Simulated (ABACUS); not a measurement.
Crystal: GaAs.

```
As Ga
1.0
     0.00000    2.82685    2.82685
     2.82685    0.00000    2.82685
     2.82685    2.82685    0.00000
As Ga
1 1
Direct
  0.75000 0.75000 0.75000
  0.00000 0.00000 0.00000
```

Base run:

```yaml
Program: ABACUS 3.10.1
Functional: PBE
Potentials_or_basis: PseudoDojo NC SR 0.4.1 PBE standard
Cutoff: 1143 eV
Density_cutoff: 4572 eV
Basis: plane waves
k_mesh: 8 × 8 × 8
Occupations: fermi-dirac, width 0.05 eV
Spin: no spin polarisation
```

Its results: band gap on the k mesh 0.52 eV, direct; pressure 3.4 GPa.

The run is repeated on the same cell with these changes: cutoff from 1143 eV to 1361 eV; density cutoff from 4572 eV to 5442 eV; basis from plane waves to DZP LCAO (the cutoffs set its grid). What comes out?

Band gap on the k mesh 0.68 eV, direct; pressure 4.6 GPa.

Caveats: the atomic orbitals were generated for these runs and aren't a published set (some runs); the basis of atomic orbitals isn't converged, which shifts pressures, moduli and gaps (some runs).

A k mesh can miss the band edges.

Not every run made on this cell is shown here.
